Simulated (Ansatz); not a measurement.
## Si: clamped-ion strain scan

Level of theory: Ansatz, DFT PBEsol, scalar-relativistic, plane waves, PAW. Settings: plane waves to 420 eV, k-mesh 21×21×20 (Γ-centred), Gaussian smearing 0.15 eV. No spin polarisation. Energies are free energies at this smearing, counted from the undisturbed cell; pressure is positive in compression.

Zero of the scan (as given, not relaxed at this level; it stands at 0.6 GPa; this form isn't the usual structure):

```
CELL_PARAMETERS angstrom
2.62054 0.00000 0.00000
-1.31027 2.26946 0.00000
0.00000 0.00000 2.46635
ATOMIC_POSITIONS crystal
Si 0.00000 0.00000 0.00000
```

The cell is strained by ε times the Voigt pattern (0, 0, 1, 0, 0, 0) (xx, yy, zz, yz, xz, xy; engineering shear) with fractional coordinates fixed. The cell is metallic on the mesh throughout.

```tsv
ε	ΔE (meV/atom)	stress summed along the pattern (GPa, tension positive)	pressure (GPa)
-0.1500	565.0	-109.46	42.6
-0.1125	268.5	-65.40	26.1
-0.0750	102.2	-34.25	14.8
-0.0375	20.8	-13.79	6.5
0.0000	0.0	0.45	0.6
0.0375	?	?	-3.4
0.0750	62.3	15.31	-6.1
0.1125	121.4	18.91	-7.9
0.1312	155.0	?	?
0.1500	190.8	?	?
```

Q: Give the withheld values.

A: ΔE (meV/atom) at ε = 0.0375: 18.8; stress summed along the pattern (GPa, tension positive) at ε = 0.0375: 9.75; stress summed along the pattern (GPa, tension positive) at ε = 0.1312: 20.26; pressure (GPa) at ε = 0.1312: -8.5; stress summed along the pattern (GPa, tension positive) at ε = 0.1500: 21.26; pressure (GPa) at ε = 0.1500: -9.0.